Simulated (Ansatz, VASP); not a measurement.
## H9C7 (C wire along [111], 14 atoms a period, H-terminated): VASP beside Ansatz

Wanted: the spread between two codes on one cell, functional and k mesh. The cell is taken from a series of runs on this material, whose earlier steps may have relaxed, scaled, displaced or heated it; both programs get it as it stands.

Main program and level: Ansatz 0.2.0; plane waves, with VASP 6.6.1 beside it; single point at HSE06.

## Step 1: Set-up

The cell holds 32 atoms: 14 C and 18 H. Its edges and angles: a = 11.153 Å, b = 11.827 Å, c = 6.362 Å, α = 90.0°, β = 90.0°, γ = 90.0°. Vacuum lies along a and b. The structure's axis is c.

## Step 2: VASP: single point, HSE06

With cell and atoms fixed, the geometry can't cause a difference; cores, projectors, grids and the points listed under the comparison can.

Lines of VASP's logs that name or quote its potential files are left out, and so is its time.

The run reads the wave functions of an earlier VASP run, which isn't shown here.

File INCAR:

```
SYSTEM = H9C7
PREC = Accurate
ENCUT = 520
EDIFF = 1E-06
NELM = 100
ISMEAR = -1
SIGMA = 0.05
LREAL = Auto
ALGO = Normal
LHFCALC = .TRUE.
AEXX = 0.25
GGA = PE
HFSCREEN = 0.208
LASPH = .TRUE.
NBANDS = 59
PRECFOCK = Fast
LORBIT = 11
LWAVE = .FALSE.
LCHARG = .FALSE.
ISIF = 2
```

File POSCAR:

```
H9C7
1.0
   11.1530000000      0.0000000000      0.0000000000
    0.0000000000     11.8270000000      0.0000000000
    0.0000000000      0.0000000000      6.3617670427
C H
14 18
Direct
    0.5000145050      0.5000008750      0.0001241720
    0.5000145050      0.4999991250      0.2498758280
    0.3882543180      0.4391545240      0.3403834850
    0.5000145050      0.6216935210      0.3403871590
    0.6117746920      0.4391545240      0.3403834850
    0.3883336560      0.4391943750      0.5817276540
    0.5000145050      0.6216084690      0.5817342500
    0.6116953540      0.4391943750      0.5817276540
    0.3883336560      0.5608056250      0.6682723460
    0.5000145050      0.3783915310      0.6682657500
    0.6116953540      0.5608056250      0.6682723460
    0.3882543180      0.5608454760      0.9096165150
    0.5000145050      0.3783064790      0.9096128410
    0.6117746920      0.5608454760      0.9096165150
    0.3057790040      0.4805600910      0.2846148060
    0.3850349970      0.3510977940      0.2846030940
    0.4207539700      0.6683487660      0.2846118030
    0.5792750400      0.6683487660      0.2846118030
    0.6149940130      0.3510977940      0.2846030940
    0.6942500060      0.4805600910      0.2846148060
    0.3072094780      0.6049638810      0.6120068730
    0.5000145050      0.2900572080      0.6120000190
    0.6928195320      0.6049638810      0.6120068730
    0.3072094780      0.3950361190      0.6379931270
    0.5000145050      0.7099427920      0.6379999810
    0.6928195320      0.3950361190      0.6379931270
    0.3057790040      0.5194399090      0.9653851940
    0.3850349970      0.6489022060      0.9653969060
    0.4207539700      0.3316512340      0.9653881970
    0.5792750400      0.3316512340      0.9653881970
    0.6149940130      0.6489022060      0.9653969060
    0.6942500060      0.5194399090      0.9653851940
```

File KPOINTS:

```
Automatic mesh
0
Gamma
1 1 5
0 0 0
```

The projector-augmented-wave data sets are C and H (PBE family, release 64).

Command:

```bash
export OMP_NUM_THREADS=4
mpirun -np 1 vasp_std
```

Numbers of over 12 decimals in the logs are rounded to 6 here.

The program printed:

```text
[banner, memory and clock lines left out]
running    1 mpi-ranks, on    1 nodes
[...]
Offloading initialized ...    1 GPUs detected
[...]
LDA part: xc-table for (Slater+PW92), standard interpolation
 found WAVECAR, reading the header
 POSCAR, INCAR and KPOINTS ok, starting setup
[...]
reading WAVECAR
 the WAVECAR file was read successfully
 initial charge from wavefunction
 entering main loop
       N       E                     dE             d eps       ncg     rms          rms(c)
DAV:   1    -0.223144591101E+03   -0.22314E+03   -0.20345E+00   444   0.596E+00    0.179E+00
DAV:   2    -0.223152854701E+03   -0.82636E-02   -0.49639E-02   460   0.747E-01    0.124E+00
DAV:   3    -0.223148978230E+03    0.38765E-02   -0.45363E-03   460   0.251E-01    0.683E-01
DAV:   4    -0.223147659462E+03    0.13188E-02   -0.90727E-04   452   0.122E-01    0.370E-01
[...]
DAV:  39    -0.223147173949E+03   -0.12045E-05   -0.31093E-09   300   0.152E-04    0.227E-04
DAV:  40    -0.223147174991E+03   -0.10425E-05   -0.25246E-09   316   0.139E-04    0.204E-04
DAV:  41    -0.223147175891E+03   -0.90029E-06   -0.21618E-09   308   0.128E-04
   1 F= -.22314718E+03 E0= -.22314718E+03  d E =-.296113E-10
```

From OUTCAR (step 2):

```text
  Total       -4.7106951     -4.6245046     -4.8375798      0.0000000     -0.0019549      0.0000000
  in kB       -8.9939718     -8.8294111     -9.2362284      0.0000000     -0.0037324      0.0000000
  external PRESSURE =      -9.0198704 kB  Pullay stress =       0.0000000 kB

 POSITION                                       TOTAL-FORCE (eV/Angst)
 -----------------------------------------------------------------------------------
      5.57666      5.91351      0.00079         0.000000     -0.000628     -0.009373
      5.57666      5.91349      1.58965         0.000000      0.000628      0.009373
      4.33020      5.19388      2.16544         0.021327      0.013909      0.001492
      5.57666      7.35277      2.16546         0.000000     -0.029971     -0.006314
      6.82312      5.19388      2.16544        -0.021327      0.013909      0.001492
      4.33109      5.19435      3.70082         0.049180      0.024147      0.036963
      5.57666      7.35176      3.70086         0.000000     -0.047711      0.045358
      6.82224      5.19435      3.70082        -0.049180      0.024147      0.036963
      4.33109      6.63265      4.25139         0.049180     -0.024147     -0.036963
      5.57666      4.47524      4.25135         0.000000      0.047711     -0.045358
      6.82224      6.63265      4.25139        -0.049180     -0.024147     -0.036963
      4.33020      6.63312      5.78677         0.021327     -0.013909     -0.001492
      5.57666      4.47423      5.78674         0.000000      0.029971      0.006314
      6.82312      6.63312      5.78677        -0.021327     -0.013909     -0.001492
[...]
-----------------------------------------------------------------------------------
    total drift:                                0.000002     -0.000002     -0.000000

  FREE ENERGIE OF THE ION-ELECTRON SYSTEM (eV)
  ---------------------------------------------------
  free  energy   TOTEN  =      -223.1471758913 eV

  energy  without entropy=     -223.1471758913  energy(sigma->0) =     -223.14717589

[... 3 further parts left out ...]
[key lines of the parts left out:]
E-fermi :  -3.9206
```

## Step 3: Ansatz: single point, HSE06

Ansatz runs on its PAW soft_1 files.

The same cell, functional, mesh and smearing now go to Ansatz, which takes its cutoff from its data sets.

File input.yaml:

```yaml
crystal:
  lattice:
    - [11.153, 0.0, 0.0]
    - [0.0, 11.827, 0.0]
    - [0.0, 0.0, 6.3617670427]
  atoms:
    - { symbol: C, position: [0.500014505, 0.500000875, 0.000124172] }
    - { symbol: C, position: [0.500014505, 0.499999125, 0.249875828] }
    - { symbol: H, position: [0.305779004, 0.480560091, 0.284614806] }
    - { symbol: H, position: [0.385034997, 0.351097794, 0.284603094] }
    - { symbol: H, position: [0.42075397, 0.668348766, 0.284611803] }
    - { symbol: H, position: [0.57927504, 0.668348766, 0.284611803] }
    - { symbol: H, position: [0.614994013, 0.351097794, 0.284603094] }
    - { symbol: H, position: [0.694250006, 0.480560091, 0.284614806] }
    - { symbol: C, position: [0.388254318, 0.439154524, 0.340383485] }
    - { symbol: C, position: [0.500014505, 0.621693521, 0.340387159] }
    - { symbol: C, position: [0.611774692, 0.439154524, 0.340383485] }
    - { symbol: C, position: [0.388333656, 0.439194375, 0.581727654] }
    - { symbol: C, position: [0.500014505, 0.621608469, 0.58173425] }
    - { symbol: C, position: [0.611695354, 0.439194375, 0.581727654] }
    - { symbol: H, position: [0.307209478, 0.604963881, 0.612006873] }
    - { symbol: H, position: [0.500014505, 0.290057208, 0.612000019] }
    - { symbol: H, position: [0.692819532, 0.604963881, 0.612006873] }
    - { symbol: H, position: [0.307209478, 0.395036119, 0.637993127] }
    - { symbol: H, position: [0.500014505, 0.709942792, 0.637999981] }
    - { symbol: H, position: [0.692819532, 0.395036119, 0.637993127] }
    - { symbol: C, position: [0.388333656, 0.560805625, 0.668272346] }
    - { symbol: C, position: [0.500014505, 0.378391531, 0.66826575] }
    - { symbol: C, position: [0.611695354, 0.560805625, 0.668272346] }
    - { symbol: C, position: [0.388254318, 0.560845476, 0.909616515] }
    - { symbol: C, position: [0.500014505, 0.378306479, 0.909612841] }
    - { symbol: C, position: [0.611774692, 0.560845476, 0.909616515] }
    - { symbol: H, position: [0.305779004, 0.519439909, 0.965385194] }
    - { symbol: H, position: [0.385034997, 0.648902206, 0.965396906] }
    - { symbol: H, position: [0.42075397, 0.331651234, 0.965388197] }
    - { symbol: H, position: [0.57927504, 0.331651234, 0.965388197] }
    - { symbol: H, position: [0.614994013, 0.648902206, 0.965396906] }
    - { symbol: H, position: [0.694250006, 0.519439909, 0.965385194] }
kpoints:
  mp_grid: { grid: [1, 1, 5] }
scf:
  occupations: { method: fermi_dirac, width: 0.05 }
hamiltonian:
  xc: hse06
  pseudopotentials: { kind: paw, azcp: { folder: soft_1 } }
```

Command:

```bash
ansatz run input.yaml --threads 4 --pin off --max-ram 16384MiB --backend cpu --events-out ev --progress --plain --runs-dir out
```

The program printed:

```text
Engine: ansatz 0.2.0, aarch64-unknown-linux-gnu
Pseudopotentials: kind: paw
Pseudopotential: C, paw, valence charge 4, recommended cutoff 420 eV (normal), soft_1/C.paw.azcp
Pseudopotential: H, paw, valence charge 1, recommended cutoff 420 eV (normal), soft_1/H.paw.azcp
Functional definition: HSE06
  parameter a = 0.25
  parameter omega = 0.11/bohr
  exchange = pbe_x - a*pbe_x_sr(omega) + a*exact_x_sr(omega)
  correlation = pbe_c
Crystal: 32 atoms, lattice volume = 839.159 Å³
Basis set: ecut = 420 eV, 16423 PW (Γ)
Bands: 69, of which v1, the nominal top of the filled ones, is band 37 counted from 1 (36 counted from 0)
Symmetry: 4 space group operations
Space group: P2/m (ITA 10), of the structure as read, at distance tolerance 9.4e-5 Å
k-points: 3 of 5
Non-local potential: C, projectors of the file, l = 0: 2, l = 1: 2, l = 2: 1
Non-local potential: H, projectors of the file, l = 0: 2, l = 1: 1
PAW form: soft (Blöchl's): semilocal exchange-correlation on the pseudo side does not see the compensation charge
PAW frozen core: C, regenerated for the run's functional, and the local potential with it (the file was generated under x = pbe(κ = 0.804, μ = 0.219515), c = pbe(β = 0.066725))
PAW one-centre angular grid: C, 110 points (default); XC on 64 Gauss nodes
PAW one-centre angular grid: H, 110 points (default); XC on 64 Gauss nodes
Initial density: superposition of atomic densities (neutral atoms: chi_scale 0, normalization atom)
Initial wavefunctions: pseudopotential atomic-orbital guess
Functional: x = pbe(κ = 0.804, μ = 0.219515), c = pbe(β = 0.066725), warm-up for x = pbe(κ = 0.804, μ = 0.219515) + 0.25 (exact − pbe) at short range (hse, ω = 0.207870 Å⁻¹), c = pbe(β = 0.066725); HSE06 as pw.x's `hse` composes it (authors' and Libxc's form: `xc: wpbeh`)
iter 1 solved again at ethr=6.12e-2 eV; its pass at ethr=1.00e-1 eV (dr2=4.53e1 eV) is discarded
SCF iter   1: F=—  HF=-3818.409625 eV  |F-HF|=—  |Δ(HF+E_count)|=         —  Δρ=6.70e-2  dr2=4.54e1  ethr=6.12e-2  ⟨swp⟩=2.3  Hψ=1213  notcnv=0
preconditioner: auto → none  [insulator: Δε(μ)=8.737 eV  Ē_g=16.929 eV  σ=0.050 eV  W_gap=1.00  n_scr=78 (ndim 8)  ℏωp=11.0 eV  f_vac=0.644  D(μ)=0.00/eV (n_scr^D=0)]
SCF iter   2: F=—  HF=-3804.411672 eV  |F-HF|=—  |Δ(HF+E_count)|=    1.40e1  Δρ=3.07e-2  dr2=6.70e0  ethr=6.12e-2  ⟨swp⟩=7.0  Hψ=739  notcnv=0  defer=1
SCF iter   3: F=—  HF=-3802.786614 eV  |F-HF|=—  |Δ(HF+E_count)|=    1.63e0  Δρ=1.28e-2  dr2=1.23e0  ethr=9.05e-3  ⟨swp⟩=6.0  Hψ=628  notcnv=0
SCF iter   4: F=—  HF=-3802.485459 eV  |F-HF|=—  |Δ(HF+E_count)|=   3.01e-1  Δρ=4.38e-3  dr2=1.26e-1  ethr=1.67e-3  ⟨swp⟩=6.7  Hψ=617  notcnv=0  defer=1
iter 5 solved again at ethr=4.52e-6 eV; its pass at ethr=1.71e-4 eV (dr2=3.35e-3 eV) is discarded
SCF iter   5: F=—  HF=-3802.453176 eV  |F-HF|=—  |Δ(HF+E_count)|=   3.23e-2  Δρ=8.22e-4  dr2=3.14e-3  ethr=4.52e-6  ⟨swp⟩=3.0  Hψ=962  notcnv=0
SCF iter   6: F=-3802.453705 eV  HF=-3802.453635 eV  |F-HF|=7.08e-5  |Δ(HF+E_count)|=   4.59e-4  Δρ=2.29e-4  dr2=2.55e-4  ethr=4.24e-6  ⟨swp⟩=3.0  Hψ=332  notcnv=0
SCF 1 stopped early in 6 iterations: F = -3802.453705 eV  dr2 = 2.55e-4
  greatest PAW one-centre occupation: 0.653 electrons in one spin orbital (limit 2), on the C atom at site 24 (counted from 0), in its partial waves of l = 0
Initial density: handed on by an earlier stage of this run
Initial wavefunctions: those handed on with the density
Functional: x = pbe(κ = 0.804, μ = 0.219515) + 0.25 (exact − pbe) at short range (hse, ω = 0.207870 Å⁻¹), c = pbe(β = 0.066725); HSE06 as pw.x's `hse` composes it (authors' and Libxc's form: `xc: wpbeh`)
Exchange kernel: α = 0.2500, screened, ω = 0.2079 Å⁻¹, Wigner–Seitz truncation, v(0) = 989.9842 eV·Å³, q-mesh 1×1×5, nearest image of the exchange supercell L = 11.15 Å, pair-density grid 75×80×45, without the augmentation charges, whose exchange is taken in its separable form by FFT convolution over the k-point mesh (the finest that the files' search goes to), smooth part of the exact exchange by density-matrix convolution
Frozen-core exchange: fock
SCF iter   1: F=—  HF=-3803.965375 eV  |F-HF|=—  |Δ(HF+E_count)|=         —  Δρ=3.21e-3  dr2=3.79e-2  ethr=3.44e-6  ⟨swp⟩=18.0  Hψ=1401  notcnv=1
preconditioner: auto → none  [insulator: Δε(μ)=5.708 eV  Ē_g=15.670 eV  σ=0.050 eV  W_gap=1.00  n_scr=78 (ndim 8)  ℏωp=11.0 eV  f_vac=0.704  D(μ)=0.00/eV (n_scr^D=0)]
SCF iter   2: F=—  HF=-3803.951207 eV  |F-HF|=—  |Δ(HF+E_count)|=   1.42e-2  Δρ=1.10e-3  dr2=5.32e-3  ethr=3.44e-6  ⟨swp⟩=4.0  Hψ=467  notcnv=0
SCF iter   3: F=—  HF=-3803.963877 eV  |F-HF|=—  |Δ(HF+E_count)|=   1.27e-2  Δρ=2.06e-4  dr2=3.86e-4  ethr=3.44e-6  ⟨swp⟩=6.3  Hψ=472  notcnv=0  defer=2
SCF iter   4: F=—  HF=-3803.963816 eV  |F-HF|=—  |Δ(HF+E_count)|=   6.08e-5  Δρ=9.96e-5  dr2=2.03e-4  ethr=5.00e-7  ⟨swp⟩=4.0  Hψ=439  notcnv=0
SCF iter   5: F=-3803.963752 eV  HF=-3803.963752 eV  |F-HF|=1.20e-7  |Δ(HF+E_count)|=   6.36e-5  Δρ=1.90e-5  dr2=1.35e-5  ethr=2.52e-7  ⟨swp⟩=3.0  Hψ=378  notcnv=0
SCF 2 stopped early in 5 iterations: F = -3803.963752 eV  dr2 = 1.35e-5
  greatest PAW one-centre occupation: 0.656 electrons in one spin orbital (limit 2), on the C atom at site 24 (counted from 0), in its partial waves of l = 0
hybrid outer 1: dexx = +1.617e-2 eV, tail = 8.92e-5 eV
Exchange kernel: α = 0.2500, screened, ω = 0.2079 Å⁻¹, Wigner–Seitz truncation, v(0) = 989.9842 eV·Å³, q-mesh 1×1×5, nearest image of the exchange supercell L = 11.15 Å, pair-density grid 75×80×45, without the augmentation charges, whose exchange is taken in its separable form by FFT convolution over the k-point mesh (the finest that the files' search goes to), smooth part of the exact exchange by density-matrix convolution
Frozen-core exchange: fock
SCF iter   1: F=—  HF=-3803.964143 eV  |F-HF|=—  |Δ(HF+E_count)|=         —  Δρ=4.11e-5  dr2=1.39e-5  ethr=6.03e-7  ⟨swp⟩=10.0  Hψ=793  notcnv=0
preconditioner: auto → none  [insulator: Δε(μ)=5.714 eV  Ē_g=15.663 eV  σ=0.050 eV  W_gap=1.00  n_scr=78 (ndim 8)  ℏωp=11.0 eV  f_vac=0.707  D(μ)=0.00/eV (n_scr^D=0)]
iter 2 solved again at ethr=3.32e-10 eV; its pass at ethr=1.82e-8 eV (dr2=2.46e-7 eV) is discarded
SCF iter   2: F=—  HF=-3803.964139 eV  |F-HF|=—  |Δ(HF+E_count)|=   4.24e-6  Δρ=8.03e-6  dr2=4.10e-7  ethr=3.32e-10  ⟨swp⟩=4.0  Hψ=824  notcnv=0  defer=1
SCF iter   3: F=—  HF=-3803.964141 eV  |F-HF|=—  |Δ(HF+E_count)|=   2.01e-6  Δρ=4.95e-6  dr2=1.50e-7  ethr=3.14e-10  ⟨swp⟩=6.3  Hψ=570  notcnv=0  defer=6
SCF iter   4: F=-3803.964141 eV  HF=-3803.964141 eV  |F-HF|=9.77e-10  |Δ(HF+E_count)|=   4.44e-8  Δρ=8.20e-7  dr2=6.52e-9  ethr=1.97e-10  ⟨swp⟩=3.7  Hψ=412  notcnv=0  defer=6
SCF 3 converged in 4 iterations: F = -3803.964141 eV  dr2 = 6.52e-9
  greatest PAW one-centre occupation: 0.656 electrons in one spin orbital (limit 2), on the C atom at site 25 (counted from 0), in its partial waves of l = 0
hybrid outer 2: dexx = +2.718e-6 eV, tail = 4.09e-8 eV, Δε = 3.17e-3 eV (about 7.49e-5 eV left of the loop's levels)
hybrid SCF converged: 2 outer / 9 inner (+6 warm-up), last move |dexx| = 2.72e-6 eV, tail = 4.09e-8 eV
Stability not checked: this state was not tested for a lower state beside it, because the functional holds exact exchange (a hybrid, or Hartree-Fock), whose exchange loop this test does not read (fock_operator; see scf.lower_state_search)
Free energy (F): -3803.964141 eV
Frozen-core exchange: fock
Harris-Foulkes:  -3803.964141 eV  (|F-HF|=9.77e-10)
Internal energy: -3803.964141 eV  (E = F + TS)
E sigma→0 (E₀):  -3803.964141 eV
Fermi energy:    -1.854483 eV
--- Per-component energies (eV) ---
  E_band       = -819.231517
  E_kinetic    = 1496.619523
  E_local      = -15913.457139  (includes V_loc(G=0)·N_el)
  E_nonlocal   = 326.074021
  E_hartree    = 7263.209525
  E_xc         = -669.878907
  E_vxc        = -824.989064  (∫ρ·V_xc dr)
  E_exx        = -161.637807  (= α·E_x^exact, valence–valence)
  E_paw        = -1407.125997  (= ΣΔE_a)
  E_vpaw       = -106.598251  (= ΣTr[D̂ρ^β])
  E_aug_tail   = -0.019413  (compensation charges beyond the density's cutoff)
  E_ewald      = 5262.493109
  E_core_change = -0.241055  (= ΣΔE_core)
  E_smearing   = -0.000000  (= −TS)
  E_closure    = -0.000000  (closes the sum)
  Σ components = -3803.964141   (vs F -3803.964141, Δ=9.09e-13)
--- Band table (eV) ---
  k-point 0: bands = [... 33 lower, -6.2910, -4.9686, -4.9683, -4.7094, 1.0075]
  k-point 1: bands = [... 33 lower, -6.0649, -5.0121, -5.0118, -4.9420, 1.1232]
  k-point 2: bands = [... 33 lower, -5.5677, -5.5675, -5.1968, -5.1965, 1.4916]
  guard bands above this table: 31 of the run's 69 bands. The solve was not asked for them (output.publish_guard_bands: true or output.eigenvalues: true publishes all)
```

In the SCF lines HF is the Harris–Foulkes energy and dr2 the Hartree energy of the density residual, in eV; the loop may stop once dr2 is under the threshold and the program's other checks hold. Hψ counts applications of the Hamiltonian.

## Step 4: Differences

Known differences besides the potentials themselves: exact exchange at q = 0 is treated differently, which shows on coarse meshes; VASP keeps PBE cores, Ansatz makes them for the functional; the cutoff is 420 eV in Ansatz and 520 eV in VASP (PREC = Accurate, projectors in real space); VASP takes a coarser grid for exact exchange (PRECFOCK = Fast). Total energies have different zeros and are not compared.

The two programs side by side:

```
              quantity  Ansatz   VASP  difference
gap on the k mesh (eV)   5.717  5.703      +0.014
```

A gap on the mesh is an upper bound, since the band edges may lie between its points.

## Step 5: Summary of results

```json
{
  "difference in gap on the k mesh (single point, HSE06)": "0.014 eV"
}
```

What this shows: The difference in gap on the k mesh is 0.014 eV (single point, HSE06), within the 0.08 eV picked in this series as the mark of a large difference. How closely two codes agree says nothing of how well the functional describes the real material.

[Lines on the potential files, build, host, timing and source positions are cut from VASP's logs without a mark.]

[Logs are printed without paths, hosts, clocks, repeated set-up lines and the standing remarks that a program may print on its own settings, such as how far it seeks lower states.]

[Hosts, paths, dates, database ids (printed as entryN), source tags and the programs' standing remarks are cut or masked in the printed files.]
